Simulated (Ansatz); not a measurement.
# Ca (Fm-3m) in Ansatz: a series of runs

The runs below take Ca through single point, equation of state, with r2SCAN+rVV10.

All numbers are computed with Ansatz 0.2.0; they aren't measurements. Logs are shortened: lines on timing, memory, paths and dates and some standing lists are left out, and cuts for length are marked.

## 1. The undisturbed crystal

It takes space group Fm-3m (No. 225, cubic). Conventional cell: a = 5.588 Å, b = 5.588 Å, c = 5.588 Å, α = 90.00°, β = 90.00°, γ = 90.00°. Ca (site symmetry m-3m) is surrounded by 12 Ca at 3.95 Å.

## 2. Single point, r2SCAN+rVV10, 44.29 Å³/atom (volume scaled by 1.08)

Contents of input.yaml:

```yaml
crystal:
  lattice:
    - [0.0, 2.8082861494, 2.8082861494]
    - [2.8082861494, 0.0, 2.8082861494]
    - [2.8082861494, 2.8082861494, 0.0]
  atoms:
    - { symbol: Ca, position: [0.0, 0.0, 0.0] }
hamiltonian:
  xc: r2scan
  pseudopotentials: { kind: paw }
  dispersion: rvv10
kpoints:
  mp_grid: { grid: [8, 8, 8] }
scf:
  occupations: { method: fermi_dirac, width: 0.05 }
output:
  forces: true
  stress: true
  eigenvalues: true
```

Potentials or basis: Ansatz PAW.

Command:

```
ansatz run input.yaml --threads 1 --pin off --max-ram 2560MiB --backend cpu --events-out ev --progress --plain --runs-dir out
```

Log:

```text
Warning: RAYON_NUM_THREADS=1 ignored (pool sized by the plan → 1); use --threads N
Engine: ansatz 0.2.0, aarch64-unknown-linux-gnu
Pseudopotentials: kind: paw
Pseudopotential: Ca, paw, valence charge 10, recommended cutoff 500 eV (meta_gga), Ca.paw.azcp
Functional definition: r2SCAN+rVV10
  parameter k0 = 0.174
  parameter k1 = 0.065
  parameter a1 = 4.9479
  exchange = r2scan_x(k0 = k0, k1 = k1, a1 = a1)
  correlation = r2scan_c + rvv10(11.95, 0.0093)
Crystal: 1 atoms, lattice volume = 44.295 Å³
Basis set: ecut = 500 eV, 1139 PW (Γ), exchange–correlation on 144×144×144 points (64 copies of the dense FFT grid, shifted against one another)
Bands: 9, of which v1, the nominal top of the filled ones, is band 5 counted from 1 (4 counted from 0)
Symmetry: 48 space group operations
Space group: Fm-3m (ITA 225), of the structure as read, at distance tolerance 3.5e-5 Å
k-points: 29 of 512
Non-local potential: Ca, projectors of the file, l = 0: 3, l = 1: 2, l = 2: 2
PAW form: soft (Blöchl's): semilocal exchange-correlation on the pseudo side does not see the compensation charge
rVV10 density: all electrons in the spheres
PAW frozen core: Ca, regenerated for the run's functional (the file was generated under x = pbe(κ = 0.804, μ = 0.2195149727645171), c = pbe(β = 0.06672455060314922))
PAW one-centre angular grid: Ca, 302 points (default); XC on 160 Gauss nodes
Initial density: superposition of atomic densities (neutral atoms: chi_scale 0, normalization atom), corrected by the library's trained network
Initial wavefunctions: pseudopotential atomic-orbital guess
Functional: x = r2scan, c = r2scan + rvv10(b = 11.95, C = 0.0093); τ floored in thin density (d = 2e-4 eV/Å³)
SCF iter   1: F=—  HF=-1820.923552 eV  |F-HF|=—  |Δ(HF+E_count)|=         —  Δρ=4.55e-3  dr2=9.84e-3  dr2_τ=1.04e-3  ethr=1.77e-3  ⟨swp⟩=5.7  Hψ=2109  notcnv=0
preconditioner: auto → none  [metal: Δε(μ)=0.066 eV  Ē_g=3.929 eV  σ=0.050 eV  W_gap=0.32  n_scr=8 (ndim 8)  ℏωp=7.9 eV  f_vac=0.000  D(μ)=1.57/eV (n_scr^D=14)  sad-step TF]
SCF iter   2: F=—  HF=-1820.938484 eV  |F-HF|=—  |Δ(HF+E_count)|=   1.49e-2  Δρ=2.35e-3  dr2=3.31e-3  dr2_τ=5.92e-5  ethr=9.84e-5  ⟨swp⟩=3.0  Hψ=720  notcnv=0
SCF iter   3: F=—  HF=-1820.937815 eV  |F-HF|=—  |Δ(HF+E_count)|=   6.69e-4  Δρ=2.93e-4  dr2=4.90e-5  dr2_τ=7.49e-6  ethr=3.31e-5  ⟨swp⟩=2.3  Hψ=489  notcnv=0
SCF iter   4: F=—  HF=-1820.937847 eV  |F-HF|=—  |Δ(HF+E_count)|=   3.25e-5  Δρ=7.02e-5  dr2=2.73e-6  dr2_τ=2.50e-7  ethr=4.90e-7  ⟨swp⟩=2.0  Hψ=383  notcnv=0
SCF iter   5: F=—  HF=-1820.937846 eV  |F-HF|=—  |Δ(HF+E_count)|=   9.25e-7  Δρ=2.73e-5  dr2=2.90e-7  dr2_τ=2.92e-8  ethr=2.73e-8  ⟨swp⟩=2.9  Hψ=401  notcnv=0
SCF iter   6: F=-1820.937846 eV  HF=-1820.937846 eV  |F-HF|=4.32e-11  |Δ(HF+E_count)|=   4.53e-8  Δρ=2.08e-6  dr2=2.09e-9  dr2_τ=1.21e-10  ethr=1.00e-9  ⟨swp⟩=5.3  Hψ=1364  notcnv=0
SCF 1 converged in 6 iterations: F = -1820.937846 eV  dr2 = 2.09e-9
SCF converged after 6 iterations
Free energy (F): -1820.937846 eV
Harris-Foulkes:  -1820.937846 eV  (|F-HF|=4.32e-11)
Internal energy: -1820.925510 eV  (E = F + TS)
E sigma→0 (E₀):  -1820.931678 eV
Entropy (-TS):   -0.012336 eV (-12.336 meV/atom)
Fermi energy:    4.570259 eV
--- Per-component energies (eV) ---
  E_band       = -187.960076
  E_kinetic    = 274.550431
  E_local      = -860.718335  (includes V_loc(G=0)·N_el)
  E_nonlocal   = 63.073445
  E_hartree    = 287.690595
  E_xc         = -133.936145
  E_vxc        = -190.712932  (∫ρ·V_xc dr)
  E_paw        = -863.636366  (= ΣΔE_a)
  E_vpaw       = -61.111274  (= ΣTr[D̂ρ^β])
  E_aug_tail   = -0.000003  (compensation charges beyond the density's cutoff)
  E_vtau       = 11.577443  (kinetic-family band-sum trace: ∫τ·v_τ [+ j·A + Jᵃ·Aᵃ] dr)
  E_ewald      = -587.728466
  E_core_change = -0.220665  (= ΣΔE_core)
  E_smearing   = -0.012336  (= −TS)
  E_closure    = -0.000000  (closes the sum)
  Σ components = -1820.937846   (vs F -1820.937846, Δ=0.00e0)
--- Forces (eV/Å), atoms counted from 1 ---
  atom   1  Ca     0.00000000    -0.00000000     0.00000000
  max |Σ_I F_I| component: 7.19e-33 eV/Å
--- Stress (GPa, compression-positive) ---
       -0.617324      -0.000000      -0.000000
       -0.000000      -0.617324       0.000000
        0.000000       0.000000      -0.617324
  P = ⅓ Tr σ = -0.6173 GPa (-6.173 kbar)
--- Band table (eV; the first three rows and the last of 29) ---
  k-point 0: bands = ["-39.2418", "-19.2731", "-19.2731", "-19.2731", "0.4172", "7.2755", "7.2756", "7.2756", "8.3528"]
  k-point 1: bands = ["-39.2401", "-19.2913", "-19.2755", "-19.2755", "0.6871", "6.9722", "7.3652", "7.3652", "8.2779"]
  k-point 2: bands = ["-39.2360", "-19.3348", "-19.2815", "-19.2815", "1.4600", "6.2457", "7.4033", "7.4033", "8.3580"]
  k-point 28: bands = ["-39.2265", "-19.3532", "-19.3532", "-19.3188", "4.9113", "5.3829", "5.3829", "7.4481", "9.2171"]
```

It took 4 s on 1 thread of Arm Neoverse V2, shared host; peak memory 0.48 GiB.

Results:

| Property | Result |
| --- | --- |
| Free energy | -1820.9378 eV |
| Pressure | -0.6 GPa |
| Band gap on the k mesh | none (metal or under the smearing width) |

Caveat: pairwise dispersion overbinds metals, which lowers pressure and volume; the PAW data sets come from PBE, with cores solved anew for the run's functional, which leaves a small shift of forces and pressure.

## 3. Single point, r2SCAN+rVV10, 45.24 Å³/atom (volume scaled by 1.08)

input.yaml: that of step 2 with these lines changed.

```diff
@@ -2,5 +2,5 @@
   lattice:
-    - [0.0, 2.8082861494, 2.8082861494]
-    - [2.8082861494, 0.0, 2.8082861494]
-    - [2.8082861494, 2.8082861494, 0.0]
+    - [0.0, 2.828063464, 2.828063464]
+    - [2.828063464, 0.0, 2.828063464]
+    - [2.828063464, 2.828063464, 0.0]
   atoms:
```

Potentials or basis: Ansatz PAW.

Command:

```
ansatz run input.yaml --threads 1 --pin off --max-ram 2560MiB --backend cpu --events-out ev --progress --plain --runs-dir out
```

Wall time 4 s (1 thread of Arm Neoverse V2, shared host); peak memory 0.48 GiB.

It converged, with:

```yaml
Free_energy: -1820.9333 eV
Pressure: -0.9 GPa
Band_gap_on_the_k_mesh: none (metal or under the smearing width)
```

Caveat: pairwise dispersion overbinds metals, which lowers pressure and volume; the PAW data sets come from PBE, with cores solved anew for the run's functional, which leaves a small shift of forces and pressure.

## 4. Single point, r2SCAN+rVV10, 46.18 Å³/atom (volume scaled by 1.08)

input.yaml: that of step 3 with these lines changed.

```diff
@@ -2,5 +2,5 @@
   lattice:
-    - [0.0, 2.828063464, 2.828063464]
-    - [2.828063464, 0.0, 2.828063464]
-    - [2.828063464, 2.828063464, 0.0]
+    - [0.0, 2.8475679663, 2.8475679663]
+    - [2.8475679663, 0.0, 2.8475679663]
+    - [2.8475679663, 2.8475679663, 0.0]
   atoms:
@@ -19 +19,5 @@
   eigenvalues: true
+  write_density: true
+  write_potential: true
+  elf: true
+  volumetric_format: npy
```

Command:

```
ansatz run input.yaml --threads 1 --pin off --max-ram 2560MiB --backend cpu --events-out ev --progress --plain --runs-dir out
```

It took 4.7 s on 1 thread of Arm Neoverse V2, shared host; peak memory 0.47 GiB.

The run converged. Its results:

| Quantity | Value |
| --- | --- |
| Free energy | -1820.9269 eV |
| Pressure | -1.2 GPa |
| Band gap on the k mesh | none (metal or under the smearing width) |

Caveat: pairwise dispersion overbinds metals, which lowers pressure and volume; the PAW data sets come from PBE, with cores solved anew for the run's functional, which leaves a small shift of forces and pressure.

## 5. Single point, r2SCAN+rVV10, 47.12 Å³/atom (volume scaled by 1.08)

input.yaml: that of step 4 with these lines changed.

```diff
@@ -2,5 +2,5 @@
   lattice:
-    - [0.0, 2.8475679663, 2.8475679663]
-    - [2.8475679663, 0.0, 2.8475679663]
-    - [2.8475679663, 2.8475679663, 0.0]
+    - [0.0, 2.8668088741, 2.8668088741]
+    - [2.8668088741, 0.0, 2.8668088741]
+    - [2.8668088741, 2.8668088741, 0.0]
   atoms:
```

Command:

```
ansatz run input.yaml --threads 1 --pin off --max-ram 2560MiB --backend cpu --events-out ev --progress --plain --runs-dir out
```

Wall time 5 s (1 thread of Arm Neoverse V2, shared host); peak memory 0.47 GiB.

It converged, with:

```
Free energy            : -1820.9188 eV
Pressure               : -1.5 GPa
Band gap on the k mesh : none (metal or under the smearing width)
```

Caveat: pairwise dispersion overbinds metals, which lowers pressure and volume; the PAW data sets come from PBE, with cores solved anew for the run's functional, which leaves a small shift of forces and pressure.

## 6. Single point, r2SCAN+rVV10, 48.06 Å³/atom (volume scaled by 1.08)

input.yaml: that of step 5 with these lines changed.

```diff
@@ -2,5 +2,5 @@
   lattice:
-    - [0.0, 2.8668088741, 2.8668088741]
-    - [2.8668088741, 0.0, 2.8668088741]
-    - [2.8668088741, 2.8668088741, 0.0]
+    - [0.0, 2.8857949166, 2.8857949166]
+    - [2.8857949166, 0.0, 2.8857949166]
+    - [2.8857949166, 2.8857949166, 0.0]
   atoms:
```

Potentials or basis: Ansatz PAW.

Command:

```
ansatz run input.yaml --threads 1 --pin off --max-ram 2560MiB --backend cpu --events-out ev --progress --plain --runs-dir out
```

Wall time 5 s (1 thread of Arm Neoverse V2, shared host); peak memory 0.47 GiB.

It converged, with:

```
Free energy            : -1820.9093 eV
Pressure               : -1.7 GPa
Band gap on the k mesh : none (metal or under the smearing width)
```

Caveat: pairwise dispersion overbinds metals, which lowers pressure and volume; the PAW data sets come from PBE, with cores solved anew for the run's functional, which leaves a small shift of forces and pressure.

## 7. Single point, r2SCAN+rVV10, 49.01 Å³/atom (volume scaled by 1.08)

Contents of input.yaml:

```yaml
crystal:
  lattice:
    - [0.0, 2.9045343697, 2.9045343697]
    - [2.9045343697, 0.0, 2.9045343697]
    - [2.9045343697, 2.9045343697, 0.0]
  atoms:
    - { symbol: Ca, position: [0.0, 0.0, 0.0] }
hamiltonian:
  xc: r2scan
  pseudopotentials: { kind: paw }
  dispersion: rvv10
kpoints:
  mp_grid: { grid: [8, 8, 8] }
scf:
  occupations: { method: fermi_dirac, width: 0.05 }
output:
  forces: true
  stress: true
  eigenvalues: true
```

Command:

```
ansatz run input.yaml --threads 1 --pin off --max-ram 2560MiB --backend cpu --events-out ev --progress --plain --runs-dir out
```

Run time: 4.2 s. Hardware: 1 thread of Arm Neoverse V2, shared host; peak memory 0.48 GiB.

The run converged. Its results:

| Property | Result |
| --- | --- |
| Free energy | -1820.8983 eV |
| Pressure | -2.0 GPa |
| Band gap on the k mesh | none (metal or under the smearing width) |

Caveat: pairwise dispersion overbinds metals, which lowers pressure and volume; the PAW data sets come from PBE, with cores solved anew for the run's functional, which leaves a small shift of forces and pressure.

## 8. Single point, r2SCAN+rVV10, 49.95 Å³/atom (volume scaled by 1.08)

input.yaml: that of step 7 with these lines changed.

```diff
@@ -2,5 +2,5 @@
   lattice:
-    - [0.0, 2.9045343697, 2.9045343697]
-    - [2.9045343697, 0.0, 2.9045343697]
-    - [2.9045343697, 2.9045343697, 0.0]
+    - [0.0, 2.9230350875, 2.9230350875]
+    - [2.9230350875, 0.0, 2.9230350875]
+    - [2.9230350875, 2.9230350875, 0.0]
   atoms:
```

Command:

```
ansatz run input.yaml --threads 1 --pin off --max-ram 2560MiB --backend cpu --events-out ev --progress --plain --runs-dir out
```

It took 4.2 s on 1 thread of Arm Neoverse V2, shared host; peak memory 0.48 GiB.

It converged, with:

| Item | Value |
| --- | --- |
| Free energy | -1820.8862 eV |
| Pressure | -2.2 GPa |
| Band gap on the k mesh | none (metal or under the smearing width) |

Caveat: pairwise dispersion overbinds metals, which lowers pressure and volume; the PAW data sets come from PBE, with cores solved anew for the run's functional, which leaves a small shift of forces and pressure.

## 9. Equation of state, r2SCAN+rVV10 (volume scaled by 1.08)

Potentials or basis: Ansatz PAW.

No new run: the results of the series are fitted here.

What came out:

- Equilibrium volume: 42.71 Å³/atom (rough: see the caveat)
- Bulk modulus: 17.9 GPa (rough)

Energy against volume, from the lowest point:
| volume (Å³/atom) | energy (meV/atom) |
| --- | --- |
| 44.295 | 0.00 |
| 45.237 | 4.59 |
| 46.180 | 10.99 |
| 47.122 | 19.04 |
| 48.065 | 28.59 |
| 49.007 | 39.51 |
| 49.950 | 51.67 |

Caveat: the minimum lies outside the volumes run; the PAW data sets were made with another functional, which shifts forces and pressure a little.
